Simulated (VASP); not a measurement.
# InP (F-43m) in VASP: notebook

The runs below take InP through single point, with revPBE, BLYP+D3(BJ), PBE+D4.

All numbers are computed with VASP 6.6.1; they aren't measurements. Logs are shortened: lines on timing, memory, paths and dates and some standing lists are left out, and cuts for length are marked.

**Experimental background.**

From a printed reference work, data compilation, for a bulk crystal of InP at 1.6 K: band gap 1.4236 eV (direct).

How close the calculation comes is told below.

## (1) The cell of the first run

The structure is cubic, space group F-43m (No. 216). Conventional cell: a = 5.741 Å, b = 5.741 Å, c = 5.741 Å, α = 90.00°, β = 90.00°, γ = 90.00°. In (site symmetry -43m) has 4 P at 2.49 Å within 3.3 Å. P (site symmetry -43m) has 4 In at 2.49 Å within 3.3 Å.

## (2) Single point, revPBE

INCAR

```
SYSTEM = InP
  PREC = Accurate
  ENCUT = 520
  EDIFF = 1E-7
  ISMEAR = -1
  SIGMA = 0.05
  LREAL = .FALSE.
  LASPH = .TRUE.
  NELM = 80
  ALGO = Normal
  ISIF = 2
  LWAVE = .FALSE.
  LCHARG = .TRUE.
  GGA = RE
  LELF = .TRUE.
  LVHAR = .TRUE.
  NBANDS = 16
```

KPOINTS

```
Automatic mesh
0
G
  8 8 8
  0 0 0
```

POSCAR

```
InP
1.0
    0.0000000000      2.8706770916      2.8706770916
    2.8706770916      0.0000000000      2.8706770916
    2.8706770916      2.8706770916      0.0000000000
In P
1 1
Direct
    0.0000000000      0.0000000000      0.0000000000
    0.7500000000      0.7500000000      0.7500000000
```

Potentials or basis: VASP PAW PBE potentials, release 64 (In_d, P).

On the command line:

```
cat potpaw_PBE.64/In_d/POTCAR potpaw_PBE.64/P/POTCAR > POTCAR
mpirun -np 1 vasp_std > vasp.out
```

OUTCAR:

```text
SYSTEM = InP
   PREC = Accurate
   ENCUT = 520
   EDIFF = 1E-7
   ISMEAR = -1
   LREAL = .FALSE.
   LASPH = .TRUE.
   NELM = 80
   ISIF = 2
   GGA = RE

 ion  position               nearest neighbor table
   1  0.000  0.000  0.000-   2 2.49   2 2.49   2 2.49   2 2.49
   2  0.750  0.750  0.750-   1 2.49   1 2.49   1 2.49   1 2.49

  LATTYP: Found a face centered cubic cell.
 ALAT       =     5.7413541832

  Lattice vectors:

 A1 = (   0.0000000000,   2.8706770916,   2.8706770916)
 A2 = (   2.8706770916,   0.0000000000,   2.8706770916)
 A3 = (   2.8706770916,   2.8706770916,   0.0000000000)

Analysis of symmetry for initial positions (statically):
=====================================================================
 Subroutine PRICEL returns:
 Original cell was already a primitive cell.

 Routine SETGRP: Setting up the symmetry group for a
 face centered cubic supercell.

 Subroutine GETGRP returns: Found 24 space group operations
 (whereof 24 operations were pure point group operations)
 out of a pool of 48 trial point group operations.

The static configuration has the point symmetry T_d .

Analysis of symmetry for dynamics (positions and initial velocities):
=====================================================================
 Subroutine PRICEL returns:
 Original cell was already a primitive cell.

 Routine SETGRP: Setting up the symmetry group for a
 face centered cubic supercell.

 Subroutine GETGRP returns: Found 24 space group operations
 (whereof 24 operations were pure point group operations)
 out of a pool of 48 trial point group operations.

The dynamic configuration has the point symmetry T_d .

 Subroutine INISYM returns: Found 24 space group operations
 (whereof 24 operations are pure point group operations),
 and found     1 'primitive' translations

----------------------------------------------------------------------------------------

                                     Primitive cell

  volume of cell :      47.3133

  direct lattice vectors                    reciprocal lattice vectors
     0.000000000  2.870677092  2.870677092    -0.174174936  0.174174936  0.174174936
     2.870677092  0.000000000  2.870677092     0.174174936 -0.174174936  0.174174936
     2.870677092  2.870677092  0.000000000     0.174174936  0.174174936 -0.174174936

  length of vectors
     4.059750476  4.059750476  4.059750476     0.301679839  0.301679839  0.301679839

  position of ions in fractional coordinates (direct lattice)
     0.000000000  0.000000000  0.000000000
     0.750000000  0.750000000  0.750000000

  ion indices of the primitive-cell ions
   primitive index   ion index
                 1           1
                 2           2

----------------------------------------------------------------------------------------

 KPOINTS: Automatic mesh

Automatic generation of k-mesh.
 Grid dimensions read from file:
 generate k-points for:    8    8    8

 Generating k-lattice:

  Cartesian coordinates                     Fractional coordinates (reciprocal lattice)
    -0.021771867  0.021771867  0.021771867     0.125000000  0.000000000  0.000000000
     0.021771867 -0.021771867  0.021771867     0.000000000  0.125000000  0.000000000
     0.021771867  0.021771867 -0.021771867     0.000000000  0.000000000  0.125000000

  Length of vectors
     0.037709980  0.037709980  0.037709980

  Shift w.r.t. Gamma in fractional coordinates (k-lattice)
     0.000000000  0.000000000  0.000000000

 Subroutine IBZKPT returns following result:
 ===========================================

 Found     29 irreducible k-points:

 Following reciprocal coordinates:
            Coordinates               Weight
  0.000000  0.000000  0.000000      1.000000
  0.125000  0.000000  0.000000      8.000000
  0.250000  0.000000  0.000000      8.000000
  0.375000  0.000000  0.000000      8.000000
  0.500000  0.000000  0.000000      4.000000
  0.125000  0.125000  0.000000      6.000000
[... 16 lines left out ...]
  0.500000  0.250000  0.125000     48.000000
 -0.375000  0.250000  0.125000     24.000000
 [... further k-points ...]
   k-points           NKPTS =     29   k-points in BZ     NKDIM =     29   number of bands    NBANDS=     16
   number of dos      NEDOS =    301   number of ions     NIONS =      2
   total plane-waves  NPLWV =  27000
   dimension x,y,z NGX =    30 NGY =   30 NGZ =   30
   dimension x,y,z NGXF=    60 NGYF=   60 NGZF=   60
   ions per type =               1   1
   NGX,Y,Z   is equivalent  to a cutoff of  12.28, 12.28, 12.28 a.u.
   NGXF,Y,Z  is equivalent  to a cutoff of  24.57, 24.57, 24.57 a.u.
 SYSTEM =  InP
   PREC   = accura    normal or accurate (medium, high low for compatibility)
   ISTART =      0    job   : 0-new  1-cont  2-samecut
   ICHARG =      2    charge: 1-file 2-atom 10-const
   ISPIN  =      1    spin polarized calculation?
   LNONCOLLINEAR =      F non collinear calculations
   LSORBIT =      F    spin-orbit coupling
   LASPH  =      T    aspherical Exc in radial PAW
   ENCUT  =  520.0 eV  38.22 Ry    6.18 a.u.   7.55  7.55  7.55*2*pi/ulx,y,z
   NELM   =     80;   NELMIN=  2; NELMDL= -5     # of ELM steps
   EDIFF  = 0.1E-06   stopping-criterion for ELM
   LREAL  =      F    real-space projection
   EDIFFG = 0.1E-05   stopping-criterion for IOM
   NSW    =      0    number of steps for IOM
   IBRION =     -1    ionic relax: 0-MD 1-quasi-New 2-CG
   NFREE  =      0    steps in history (QN), initial steepest desc. (CG)
   ISIF   =      2    stress and relaxation
   ISYM   =      2    0-nonsym 1-usesym 2-fastsym
   POTIM  = 0.5000    time-step for ionic-motion
   TEBEG  =    0.0;   TEEND  =   0.0 temperature during run
   PSTRESS=    0.0 pullay stress
   NELECT =      18.0000    total number of electrons
   NUPDOWN=      -1.0000    fix difference up-down
   EMIN   =  10.00;   EMAX   =-10.00  energy-range for DOS
   EFERMI =   0.00;   METHOD = LEGACY
   ISMEAR =    -1;   SIGMA  =   0.05  broadening in eV -4-tet -1-fermi 0-gaus
   EFERMI_NEDOS =   21; number of points for ismear=-14 and -15
   IALGO  =     38    algorithm
   IMIX   =      4    mixing-type and parameters
     AMIX     =   0.40;   BMIX     =  1.00
     AMIX_MAG =   1.60;   BMIX_MAG =  1.00
  volume/ion in A,a.u.               =      23.66       159.64
  Fermi-wavevector in a.u.,A,eV,Ry     =   1.186237  2.241662 19.145537  1.407157
  Thomas-Fermi vector in A             =   2.322414
   LORBIT       =      0    0 simple, 1 ext, 2 COOP (PROOUT), +10 PAW based schemes
   GGA     = RE    functional components
   LHFCALC =     F    Hartree Fock is set to
   AEXX    =    0.0000 exact exchange contribution
   IVDW    =     0    specifies the selected vdW correction
   LEPSILON=     F    determine dielectric tensor
   LRPA    =     F    only Hartree local field effects (RPA)
 non-spin polarized calculation
  energy-cutoff  :      520.00
  volume of cell :       47.31
 maximum number of plane-waves:      1288
   NGX = 15   NGY = 15   NGZ = 15

 number of electron      17.9999999 magnetization

 Free energy of the ion-electron system (eV)
  ---------------------------------------------------
  ext. energy  EPLUGINS =         0.00000000
  ---------------------------------------------------
  free energy    TOTEN  =        -7.65554267 eV

  energy without entropy =       -7.65554257  energy(sigma->0) =       -7.65554262

 E-fermi :   6.5660     XC(G=0):  -9.4447

 val. band max:        5.9638648126   @ k =   0.0000   0.0000   0.0000
 cond. band min:       7.1080825324   @ k =   0.0000   0.0000   0.0000
 fundamental gap:      1.1442177198
 Fermi energy:         6.5660467880

 k-point     1 :       0.0000    0.0000    0.0000
  band No.  band energies     occupation
      1      -8.3740      2.00000
      2      -8.3740      2.00000
      3      -8.3740      2.00000
      4      -8.1895      2.00000
      5      -8.1895      2.00000
      6      -5.9746      2.00000
[... 8 lines left out ...]
     15      15.4826      0.00000
     16      15.4826      0.00000

 k-point     2 :       0.1250    0.0000    0.0000
  band No.  band energies     occupation
      1      -8.3989      2.00000
      2      -8.3648      2.00000
      3      -8.3648      2.00000
      4      -8.1894      2.00000
      5      -8.1894      2.00000
      6      -5.7776      2.00000
[... 8 lines left out ...]
     15      14.8329      0.00000
     16      15.7469      0.00000

 k-point     3 :       0.2500    0.0000    0.0000
  band No.  band energies     occupation
      1      -8.4543      2.00000
      2      -8.3454      2.00000
      3      -8.3454      2.00000
      4      -8.1863      2.00000
      5      -8.1863      2.00000
      6      -5.2274      2.00000
[... 8 lines left out ...]
     15      14.6143      0.00000
     16      15.3607      0.00000

 k-point     4 :       0.3750    0.0000    0.0000
  band No.  band energies     occupation
      1      -8.5048      2.00000
      2      -8.3309      2.00000
      3      -8.3309      2.00000
      4      -8.1778      2.00000
      5      -8.1778      2.00000
      6      -4.4813      2.00000
[... 8 lines left out ...]
     15      15.6001      0.00000
     16      15.6001      0.00000
[... 324 lines left out ...]
 k-point    22 :       0.3750    0.2500    0.1250
  band No.  band energies     occupation
      1      -8.5002      2.00000
      2      -8.3217      2.00000
      3      -8.3139      2.00000
      4      -8.2091      2.00000
      5      -8.1707      2.00000
      6      -4.7721      2.00000
[... 8 lines left out ...]
     15      16.3247      0.00000
     16      18.0290      0.00000

 k-point    23 :       0.5000    0.2500    0.1250
  band No.  band energies     occupation
      1      -8.5294      2.00000
      2      -8.3151      2.00000
      3      -8.2961      2.00000
      4      -8.2042      2.00000
      5      -8.1703      2.00000
      6      -4.0859      2.00000
[... 8 lines left out ...]
     15      17.1434      0.00000
     16      17.5814      0.00000

 k-point    24 :      -0.3750    0.2500    0.1250
  band No.  band energies     occupation
      1      -8.5400      2.00000
      2      -8.3144      2.00000
      3      -8.2900      2.00000
      4      -8.1966      2.00000
      5      -8.1734      2.00000
      6      -3.6918      2.00000
[... 8 lines left out ...]
     15      16.8864      0.00000
     16      17.5602      0.00000

 [... further k-points ...]

------------------------ aborting loop because EDIFF is reached ----------------------------------------

  FORCE on cell =-STRESS in cart. coord.  units (eV):
  Direction    XX          YY          ZZ          XY          YZ          ZX
  --------------------------------------------------------------------------------------
  -------------------------------------------------------------------------------------
  Total        2.9533777      2.9533777      2.9533777      0.0000000      0.0000000     -0.0000000
  in kB      100.0107184    100.0107184    100.0107184      0.0000000      0.0000000     -0.0000000
  external PRESSURE =     100.0107184 kB  Pullay stress =       0.0000000 kB

 VOLUME and BASIS-vectors are now :
 -----------------------------------------------------------------------------
  energy-cutoff  :      520.00
  volume of cell :       47.31
      direct lattice vectors                 reciprocal lattice vectors
     0.000000000  2.870677092  2.870677092    -0.174174936  0.174174936  0.174174936
     2.870677092  0.000000000  2.870677092     0.174174936 -0.174174936  0.174174936
     2.870677092  2.870677092  0.000000000     0.174174936  0.174174936 -0.174174936

 POSITION                                       TOTAL-FORCE (eV/Angst)
 -----------------------------------------------------------------------------------
      0.00000      0.00000      0.00000        -0.000000     -0.000000     -0.000000
      4.30602      4.30602      4.30602         0.000000      0.000000      0.000000
 -----------------------------------------------------------------------------------
    total drift:                                0.000000      0.000000      0.000000

  FREE ENERGIE OF THE ION-ELECTRON SYSTEM (eV)
  ---------------------------------------------------
  free  energy   TOTEN  =        -7.6555426663 eV

  energy  without entropy=       -7.6555425694  energy(sigma->0) =       -7.65554262
```

It took 14 s on 1 thread of AMD EPYC 9R45 (Zen 5), shared host; peak memory 0.15 GiB.

What came out:

| Quantity | Value |
| --- | --- |
| Free energy | -7.6555 eV |
| Pressure | 10.0 GPa |
| Band gap on the k mesh | 1.14 eV, direct |

Levels at points of the mesh, in eV from the valence-band top:
```tsv
k point	band 7	band 8	band 9	band 10	band 11	band 12
(0.00, 0.00, 0.00)	0.00	0.00	0.00	1.14	4.11	4.11
(0.50, 0.00, 0.00)	-6.04	-1.06	-1.06	1.72	4.84	4.84
(0.50, 0.50, 0.00)	-6.00	-2.53	-2.53	1.73	2.31	9.71
```

Caveat: the PAW data sets were made with another functional, which shifts forces and pressure a little; spin-orbit coupling is left out, which moves the levels of the heavy elements.

## (3) Single point, BLYP+D3(BJ)

INCAR

```
  AGGAC = 1.0
  AGGAX = 1.0
  ALDAC = 0.0
  ALDAX = 1.0
  ALGO = Normal
  EDIFF = 1E-7
  ENCUT = 520
  GGA = B5
  ISIF = 2
  ISMEAR = -1
  IVDW = 12
  LASPH = True
  LCHARG = True
  LELF = True
  LREAL = False
  LVHAR = True
  LWAVE = False
  NBANDS = 16
  NELM = 80
  PREC = Accurate
  SIGMA = 0.05
  VDW_A1 = 0.4298
  VDW_A2 = 4.2359
  VDW_S6 = 1.0
  VDW_S8 = 2.6996
```

KPOINTS

```
k-points
0
Gamma
  8 8 8
```

POSCAR is that of step 2.

Potentials or basis: VASP PAW PBE potentials, release 64 (In_d, P).

On the command line:

```
cat potpaw_PBE.64/In_d/POTCAR potpaw_PBE.64/P/POTCAR > POTCAR
mpirun -np 1 vasp_std > vasp.out
```

Wall time 21 s (1 thread of AMD EPYC 9R45 (Zen 5), shared host); peak memory 0.15 GiB.

The run converged. Its results:

- Free energy: -8.4107 eV
- Pressure: 6.6 GPa
- Band gap on the k mesh: 0.98 eV, direct
- Dispersion energy per atom: -0.767 eV

Levels at points of the mesh, in eV from the valence-band top:
| k point | band 6 | band 7 | band 8 | band 9 | band 10 | band 11 | band 12 | band 13 |
| --- | --- | --- | --- | --- | --- | --- | --- | --- |
| (0.00, 0.00, 0.00) | -11.95 | 0.00 | 0.00 | 0.00 | 0.98 | 4.11 | 4.11 | 4.11 |
| (0.50, 0.00, 0.00) | -10.04 | -6.04 | -1.06 | -1.06 | 1.65 | 4.88 | 4.88 | 7.38 |
| (0.50, 0.50, 0.00) | -9.32 | -6.04 | -2.51 | -2.51 | 1.79 | 2.34 | 9.62 | 9.97 |

Caveat: the PAW data sets were made with another functional, which shifts forces and pressure a little; spin-orbit coupling is left out, which moves the levels of the heavy elements. BLYP gaps usually lie below the measured ones, often by a third to a half.

(Continued in part 2 of 2.)
